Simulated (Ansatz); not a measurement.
# ZrS2: energy against volume in PBE, exact exchange and the RPA

One table from this session's results is given with a row withheld; the runs are named, their logs left out.

The runs shown are made with Ansatz 0.2.0. PBE orbitals, norm-conserving pseudopotentials, plane waves. Spin-unpolarised throughout; all numbers are computed.

## The system as given

The cell was relaxed beforehand with r2SCAN; volume changes: +0 %, -5 %, +5 %, -10 %, +10 %.

The symmetry is P-3m1 (No. 164, trigonal); a = 3.691 Å, c = 6.111 Å in the conventional setting, 24.03 Å³ an atom. Zr has 6 S at 2.57 Å; S has 3 Zr at 2.57 Å.

The structure in full:

Space group P-3m1 (No. 164). a = 3.691 Å, b = 3.691 Å, c = 6.111 Å, α = 90.00°, β = 90.00°, γ = 120.00°
```json
{"atom": "Zr", "site": "1a", "symmetry": "-3m.", "x": "0.0000", "y": "0.0000", "z": "0.0000"}
{"atom": "S", "site": "2d", "symmetry": "3m.", "x": "0.6667", "y": "0.3333", "z": "0.7649"}
```

Set-up of the first run:

The input, input.yaml:

```yaml
crystal:
  lattice:
    - [3.6909942008, 0.0, 0.0]
    - [-1.8454971004, 3.1964947431, 0.0]
    - [0.0, 0.0, 6.1113060417]
  atoms:
    - { symbol: Zr, position: [0.0, 0.0, 0.0] }
    - { symbol: S, position: [0.6666666667, 0.3333333333, 0.7649092999] }
    - { symbol: S, position: [0.3333333333, 0.6666666667, 0.2350907001] }
kpoints:
  mp_grid: { grid: [6, 6, 2] }
hamiltonian:
  xc: pbe
  pseudopotentials: { kind: nc }
scf:
  occupations: { method: fixed }
output:
  rpa_energy:
    ecut_chi_ladder: [160, 180, 199, 221, 243]
    long_wavelength: optical_limit
basis:
  ecutwfc: 897.975746
```

Among the steps run: The unscaled cell; Volume -5 %; Volume +5 %; Volume -10 %; Volume +10 %.

One of the session's tables, all rows but one given; the rest of the session is left out.

Energies in meV/atom from the unscaled cell:

```
volume (Å³/atom)   PBE  exact exchange  EXX+RPA  RPA correlation
          21.631  87.5           164.6     49.5           -115.1
          22.833  22.2            54.6      1.5            -53.1
          24.034   0.0             0.0      0.0              0.0
          25.236     ?               ?        ?                ?
          26.438  48.6            13.2     86.4             73.2
```

Estimate the missing values for volume (Å³/atom) = 25.236.

Worked estimate for «PBE». A straight line through the neighbours (24.034, 0.0) and (26.438, 48.6) gives 0.0 + (48.6 − 0.0) × (25.236 − 24.034) / (26.438 − 24.034) = 24.3; a parabola fitted to 3 rows on both sides gives 8.8.

**Answer.** PBE: 11.3; exact exchange: -10.8; EXX+RPA: 29.7; RPA correlation: 40.5. In «PBE» the line misses by +13.0 and the parabola by -2.5.
